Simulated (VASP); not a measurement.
## BaH2: relaxation of cell and atoms with r2SCAN

BaH2:

```
CELL_PARAMETERS angstrom
6.84957 0.00000 0.00000
0.00000 4.16342 0.00000
0.00000 0.00000 7.90056
ATOMIC_POSITIONS crystal
Ba 0.26049 0.25000 0.88602
Ba 0.23951 0.75000 0.38602
Ba 0.76049 0.25000 0.61398
Ba 0.73951 0.75000 0.11398
H 0.02964 0.25000 0.17990
H 0.47036 0.75000 0.67990
H 0.52964 0.25000 0.32010
H 0.97036 0.75000 0.82010
H 0.64459 0.25000 0.92964
H 0.85541 0.75000 0.42964
H 0.14459 0.25000 0.57036
H 0.35541 0.75000 0.07036
```

```json
{"Program": "VASP 6.6.1", "Task": "relaxation of cell and atoms", "Functional": "r2SCAN", "Potentials or basis": "VASP PAW PBE potentials, release 64 (Ba_sv, H)", "Cutoff": "600 eV", "k mesh": "4 × 8 × 4", "Occupations": "gaussian, width 0.03 eV", "Spin": "no spin polarisation", "Further INCAR settings": "ALGO = Normal; EDIFF = 1e-07; IBRION = 2; EDIFFG = -0.005; NSW = 90; ISIF = 3"}
```

```yaml
Relaxed_volume: 18.75 Å³/atom
Relaxed_cell: a = 6.843 Å, b = 4.163 Å, c = 7.899 Å, α = 90.00°, β = 90.00°, γ = 90.00°
Space_group_after_relaxing_to_0.05_Å: Pnma (No. 62)
Energy_gained_by_relaxing: 0.0 meV/atom
Ionic_steps: 4
Pressure_after_relaxing: 0.0 GPa
Largest_force_after_relaxing: 0.004 eV/Å
Band_gap_on_the_k_mesh: 3.36 eV, indirect (least direct gap 3.85 eV)
```

Forces in eV/Å, atoms in the order of the input:
```
Ba  -0.003  0.000  0.001
Ba   0.003  0.000  0.001
Ba  -0.003  0.000 -0.001
Ba   0.003  0.000 -0.001
H   -0.003  0.000 -0.003
H    0.003  0.000 -0.003
H   -0.003  0.000  0.003
H    0.003  0.000  0.003
H    0.003  0.000 -0.003
H   -0.003  0.000 -0.003
H    0.003  0.000  0.003
H   -0.003  0.000  0.003
```

Final structure:
```
CELL_PARAMETERS angstrom
6.84277 0.00000 0.00000
0.00000 4.16288 0.00000
0.00000 0.00000 7.89939
ATOMIC_POSITIONS crystal
Ba 0.26053 0.25000 0.88609
Ba 0.23947 0.75000 0.38609
Ba 0.76053 0.25000 0.61391
Ba 0.73947 0.75000 0.11391
H 0.02956 0.25000 0.17973
H 0.47044 0.75000 0.67973
H 0.52956 0.25000 0.32027
H 0.97044 0.75000 0.82027
H 0.64466 0.25000 0.92954
H 0.85534 0.75000 0.42954
H 0.14466 0.25000 0.57046
H 0.35534 0.75000 0.07046
```

Levels at points of the mesh, in eV from the valence-band top:
```
           k point  band 22  band 23  band 24  band 25  band 26  band 27
(0.00, 0.00, 0.00)    -0.55    -0.23     0.00     4.04     4.41     4.58
(0.50, 0.00, 0.00)    -0.53    -0.08    -0.08     3.84     3.84     4.36
(0.00, 0.50, 0.00)    -0.83    -0.82    -0.82     3.86     3.86     4.15
(0.50, 0.50, 0.00)    -0.71    -0.71    -0.71     3.71     3.71     3.71
(0.00, 0.00, 0.50)    -0.48    -0.26    -0.26     3.85     3.85     4.27
(0.50, 0.00, 0.50)    -0.61    -0.31    -0.31     3.84     3.84     3.94
(0.00, 0.50, 0.50)    -1.11    -0.50    -0.50     4.04     4.04     4.85
(0.50, 0.50, 0.50)    -0.61    -0.61    -0.61     3.98     3.98     3.98
```

It took 19 min on 4 MPI ranks on Intel(R) Xeon(R) Platinum 8259CL CPU @ 2.50GHz (Skylake/Cascade Lake), on a shared host, peak memory 0.62 GiB a rank.

Caveat: the PAW data sets were made with another functional, which shifts forces and pressure a little; spin-orbit coupling is left out, which moves the levels of the heavy elements. A k mesh can miss the band edges.
